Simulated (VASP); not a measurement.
# Mo (P6_3/mmc) in VASP: further runs, part 2 of 2

VASP 6.6.1. Earlier steps stand in the parts before.

## (4) Relaxation of cell and atoms, PBE

The input, INCAR:

```
SYSTEM = Mo
  PREC = Accurate
  ENCUT = 600
  EDIFF = 1E-7
  ISMEAR = 0
  SIGMA = 0.1
  LREAL = .False.
  LASPH = .True.
  NELM = 100
  ALGO = Normal
  ISIF = 3
  LWAVE = .False.
  LCHARG = .False.
  GGA = PE
  IBRION = 2
  NSW = 90
  EDIFFG = -0.005
```

The input, KPOINTS:

```
Automatic mesh
0
Gamma
  18 18 10
  0 0 0
```

The input, POSCAR:

```
Mo
1.0
    2.8046577100      0.0000000000      0.0000000000
   -1.4023288500      2.4289048200      0.0000000000
    0.0000000000      0.0000000000      4.5800060300
Mo
2
Direct
    0.3333333300      0.6666666700      0.2500000000
    0.6666666700      0.3333333300      0.7500000000
```

Potentials or basis: VASP PAW PBE potentials, release 64 (Mo_sv).

Started as:

```bash
> cat potpaw_PBE.64/Mo_sv/POTCAR > POTCAR
> mpirun -np 1 vasp_std > vasp.out
```

OUTCAR:

```text
SYSTEM = Mo
   PREC = Accurate
   ENCUT = 600
   EDIFF = 1E-7
   ISMEAR = 0
   LREAL = .False.
   LASPH = .True.
   NELM = 100
   ISIF = 3
   GGA = PE
   IBRION = 2
   NSW = 90
   EDIFFG = -0.005

 ion  position               nearest neighbor table
   1  0.333  0.667  0.250-   2 2.80   2 2.80   2 2.80   2 2.80   2 2.80   2 2.80
   2  0.667  0.333  0.750-   1 2.80   1 2.80   1 2.80   1 2.80   1 2.80   1 2.80

  LATTYP: Found a hexagonal cell.
 ALAT       =     2.8046577100
 C/A-ratio  =     1.6329999963

  Lattice vectors:

 A1 = (   2.8046577100,   0.0000000000,   0.0000000000)
 A2 = (  -1.4023288500,   2.4289048200,   0.0000000000)
 A3 = (   0.0000000000,   0.0000000000,   4.5800060300)

Analysis of symmetry for initial positions (statically):
=====================================================================
 Subroutine PRICEL returns:
 Original cell was already a primitive cell.

 Routine SETGRP: Setting up the symmetry group for a
 hexagonal supercell.

 Subroutine GETGRP returns: Found 24 space group operations
 (whereof 12 operations were pure point group operations)
 out of a pool of 24 trial point group operations.

The static configuration has the point symmetry D_3d.
 The point group associated with its full space group is D_6h.

Analysis of symmetry for dynamics (positions and initial velocities):
=====================================================================
 Subroutine PRICEL returns:
 Original cell was already a primitive cell.

 Routine SETGRP: Setting up the symmetry group for a
 hexagonal supercell.

 Subroutine GETGRP returns: Found 24 space group operations
 (whereof 12 operations were pure point group operations)
 out of a pool of 24 trial point group operations.

The dynamic configuration has the point symmetry D_3d.
 The point group associated with its full space group is D_6h.

[... 141 lines left out ...]

 Free energy of the ion-electron system (eV)
  ---------------------------------------------------
  ext. energy  EPLUGINS =         0.00000000
  ---------------------------------------------------
  free energy    TOTEN  =       -20.91996230 eV

  energy without entropy =      -20.90096594  energy(sigma->0) =      -20.91046412

------------------------ aborting loop because EDIFF is reached ----------------------------------------

  FORCE on cell =-STRESS in cart. coord.  units (eV):
  Direction    XX          YY          ZZ          XY          YZ          ZX
  --------------------------------------------------------------------------------------
  -------------------------------------------------------------------------------------
  Total        1.0828546      1.0828546      1.8040496      0.0000000      0.0000000      0.0000000
  in kB       55.6063419     55.6063417     92.6408733      0.0000001      0.0000000      0.0000000
  external PRESSURE =      67.9511857 kB  Pullay stress =       0.0000000 kB
[... 89 lines left out ...]
  FREE ENERGIE OF THE ION-ELECTRON SYSTEM (eV)
  ---------------------------------------------------
  free  energy   TOTEN  =       -20.9411630322 eV

  energy  without entropy=      -20.9215171708  energy(sigma->0) =      -20.93134010

[... ionic steps 4 to 9 ...]

--------------------------------------- Ionic step       10  -------------------------------------------

 number of electron      27.9999996 magnetization

------------------------ aborting loop because EDIFF is reached ----------------------------------------
[... 67 lines left out ...]
--------------------------------------- Ionic step       12  -------------------------------------------

 number of electron      27.9999995 magnetization

 Free energy of the ion-electron system (eV)
  ---------------------------------------------------
  ext. energy  EPLUGINS =         0.00000000
  ---------------------------------------------------
  free energy    TOTEN  =       -21.00262865 eV

  energy without entropy =      -20.98882974  energy(sigma->0) =      -20.99572920

 E-fermi :  11.8041     XC(G=0): -13.1866

 val. band max:       11.7990542607   @ k =   0.3889   0.1111   0.1000
 cond. band min:      11.8076681986   @ k =   0.3889   0.2222   0.0000
 fundamental gap:      0.0086139380
 Fermi energy:        11.8040715095

 k-point     1 :       0.0000    0.0000    0.0000
  band No.  band energies     occupation
      1     -49.0665      2.00000
      2     -48.9132      2.00000
      3     -23.6229      2.00000
      4     -22.5897      2.00000
      5     -22.4187      2.00000
      6     -22.4187      2.00000
[... 481 lines left out ...]
      5     -23.0862      2.00000
      6     -22.8303      2.00000
[... 10 lines left out ...]
     17      15.0631      0.00000
     18      15.7514      0.00000

 [... further k-points ...]

------------------------ aborting loop because EDIFF is reached ----------------------------------------

  FORCE on cell =-STRESS in cart. coord.  units (eV):
  Direction    XX          YY          ZZ          XY          YZ          ZX
  --------------------------------------------------------------------------------------
  -------------------------------------------------------------------------------------
  Total       -0.0007963     -0.0007963     -0.0008519     -0.0000000      0.0000000     -0.0000000
  in kB       -0.0395206     -0.0395206     -0.0422758     -0.0000000      0.0000000     -0.0000000
  external PRESSURE =      -0.0404390 kB  Pullay stress =       0.0000000 kB
[... 17 lines left out ...]
  FREE ENERGIE OF THE ION-ELECTRON SYSTEM (eV)
  ---------------------------------------------------
  free  energy   TOTEN  =       -21.0026286539 eV

  energy  without entropy=      -20.9888297438  energy(sigma->0) =      -20.99572920

 reached required accuracy - stopping structural energy minimisation
```

OSZICAR:

```text
N       E                     dE             d eps       ncg     rms          rms(c)
DAV:   1     0.326747066168E+03    0.32675E+03   -0.19898E+04  8000   0.183E+03
DAV:   2    -0.129044961679E+02   -0.33965E+03   -0.33512E+03  8872   0.520E+02
DAV:   3    -0.219494126820E+02   -0.90449E+01   -0.87360E+01 10326   0.799E+01
[... 115 lines left out ...]
DAV:   3    -0.210026308829E+02    0.61316E-04   -0.18822E-04  9618   0.117E-01    0.227E-02
DAV:   4    -0.210026291533E+02    0.17297E-05   -0.78427E-06  8506   0.259E-02    0.489E-03
DAV:   5    -0.210026288968E+02    0.25644E-06   -0.24391E-06  9420   0.141E-02    0.264E-03
DAV:   6    -0.210026286693E+02    0.22750E-06   -0.10297E-07  4476   0.318E-03    0.401E-04
DAV:   7    -0.210026286539E+02    0.15446E-07   -0.10806E-08  4016   0.863E-04
  12 F= -.21002629E+02 E0= -.20995729E+02  d E =-.144218E-03
```

Wall time 5.6 min (1 thread of Intel Xeon 6975P-C (Granite Rapids), shared host); peak memory 0.27 GiB.

What came out:

| Property | Result |
| --- | --- |
| Free energy | -21.0026 eV |
| Relaxed volume | 16.14 Å³/atom |
| Relaxed cell | a = 2.758 Å, b = 2.758 Å, c = 4.902 Å, α = 90.00°, β = 90.00°, γ = 120.00° |
| Space group after relaxing (to 0.05 Å) | P6_3/mmc (No. 194) |
| Energy gained by relaxing | 41.3 meV/atom |
| Ionic steps | 12 |
| Pressure after relaxing | 0.0 GPa |
| Band gap on the k mesh | none (metal or under the smearing width) |

The path:
| step | energy change (eV) | largest force (eV/Å) | pressure (GPa) | volume (Å³) |
| --- | --- | --- | --- | --- |
| 1 | 0.0000 | 0.0000 | 6.80 | 31.20 |
| 2 | 0.0674 | 0.0000 | -13.67 | 34.28 |
| 3 | -0.0212 | 0.0000 | -0.82 | 32.18 |
| 4 | -0.0455 | 0.0000 | -1.55 | 32.34 |
| 5 | -0.0775 | 0.0000 | -2.32 | 32.56 |
| 6 | -0.0080 | 0.0000 | -1.59 | 32.89 |
| 7 | -0.0800 | 0.0000 | -2.43 | 32.61 |
| 8 | -0.0496 | 0.0000 | 8.51 | 31.31 |
| 9 | -0.0825 | 0.0000 | -0.26 | 32.33 |
| 10 | -0.0825 | 0.0000 | -0.21 | 32.32 |
| 11 | -0.0826 | 0.0000 | 0.08 | 32.27 |
| 12 | -0.0827 | 0.0000 | 0.00 | 32.28 |

Final structure:
```xyz
2
Lattice="2.7576 0.0000 0.0000 -1.3788 2.3882 0.0000 0.0000 0.0000 4.9022" Properties=species:S:1:pos:R:3 pbc="T T T"
Mo    0.0000    1.5921    1.2255
Mo    1.3788    0.7961    3.6766
```

## (5) Relaxation of cell and atoms, PBE+D3(BJ)

Edit INCAR of step 4 so:

```diff
@@ -14,2 +14,3 @@
   GGA = PE
+  IVDW = 12
   IBRION = 2
```

KPOINTS is that of step 4.

POSCAR is that of step 4.

Started as:

```bash
> cat potpaw_PBE.64/Mo_sv/POTCAR > POTCAR
> mpirun -np 1 vasp_std > vasp.out
```

Run time: 8.3 min. Hardware: 1 thread of Intel Xeon 6975P-C (Granite Rapids), shared host; peak memory 0.28 GiB.

Results (log left out):

```
Free energy                            : -22.4072 eV
Relaxed volume                         : 15.66 Å³/atom
Relaxed cell                           : a = 2.734 Å, b = 2.734 Å, c = 4.838 Å, α = 90.00°, β = 90.00°, γ = 120.00°
Space group after relaxing (to 0.05 Å) : P6_3/mmc (No. 194)
Energy gained by relaxing              : 27.6 meV/atom
Ionic steps                            : 18
Pressure after relaxing                : 0.0 GPa
Band gap on the k mesh                 : none (metal or under the smearing width)
Dispersion energy per atom             : -0.713 eV
```

Step by step:
```
step  energy change (eV)  largest force (eV/Å)  pressure (GPa)  volume (Å³)
   1              0.0000                0.0000           -0.88        31.20
   2             -0.0097                0.0000            2.70        30.81
   3              0.0202                0.0000           15.13        29.65
   4             -0.0129                0.0000            4.82        30.60
   5             -0.0134                0.0000            6.70        30.41
   6             -0.0141                0.0000            6.88        30.39
   7             -0.0160                0.0000            7.39        30.35
   8             -0.0184                0.0000            8.47        30.26
   9             -0.0219                0.0000            8.02        30.31
  10             -0.0313                0.0000            6.71        30.47
  11             -0.0457                0.0000            4.18        30.78
  12             -0.0549                0.0000           -0.53        31.39
  13             -0.0552                0.0000            0.15        31.30
  14             -0.0552                0.0000           -0.01        31.32
  15             -0.0552                0.0000           -0.01        31.32
  16             -0.0552                0.0000           -0.02        31.32
  17             -0.0552                0.0000           -0.04        31.32
  18             -0.0552                0.0000           -0.03        31.32
```

Final structure:
```
Mo
1.0
     2.73408    0.00000    0.00000
    -1.36704    2.36778    0.00000
     0.00000    0.00000    4.83787
Mo
2
Direct
  0.33333 0.66667 0.25000
  0.66667 0.33333 0.75000
```

Levels at points of the mesh, in eV from the Fermi level:
```tsv
k point	band 10	band 11	band 12	band 13	band 14	band 15	band 16	band 17	band 18
(0.00, 0.00, 0.00)	-4.84	-1.76	-0.70	-0.70	-0.17	-0.17	0.70	1.45	1.45
(0.50, 0.00, 0.00)	-4.32	-4.20	-1.20	-0.46	-0.32	-0.20	3.80	4.58	4.84
(0.00, 0.00, 0.50)	-5.20	-1.93	-1.93	-0.66	-0.66	-0.66	-0.66	2.79	2.79
(0.50, 0.00, 0.50)	-4.85	-3.41	-3.41	1.24	1.24	1.85	1.85	4.73	4.73
```

Caveat: pairwise dispersion overbinds metals, which lowers pressure and volume.

## (6) Summary

| level | potentials or basis | gap on the mesh (eV) | pressure (GPa) | relaxed volume (Å³/atom) |
| --- | --- | --- | --- | --- |
| PBEsol | VASP PAW PBE potentials, release 64 (Mo_sv) | none | 0.0 | 15.64 |
| LDA | VASP PAW LDA potentials, release 64 (Mo_sv) | none | 0.0 | 15.39 |
| PBE | VASP PAW PBE potentials, release 64 (Mo_sv) | none | 0.0 | 16.14 |
| PBE+D3(BJ) | VASP PAW PBE potentials, release 64 (Mo_sv) | none | 0.0 | 15.66 |

Alike in all rows: task relaxation of cell and atoms; no spin polarisation; cell relaxed; k mesh 18 × 18 × 10; cutoff (eV) 600; smearing gaussian 0.1 eV.

Caveats: the PAW data sets were made with another functional, which shifts forces and pressure a little (some runs); pairwise dispersion overbinds metals, which lowers pressure and volume (some runs).

Total energies depend on the potentials used, so only differences within one code and one set of settings carry meaning.
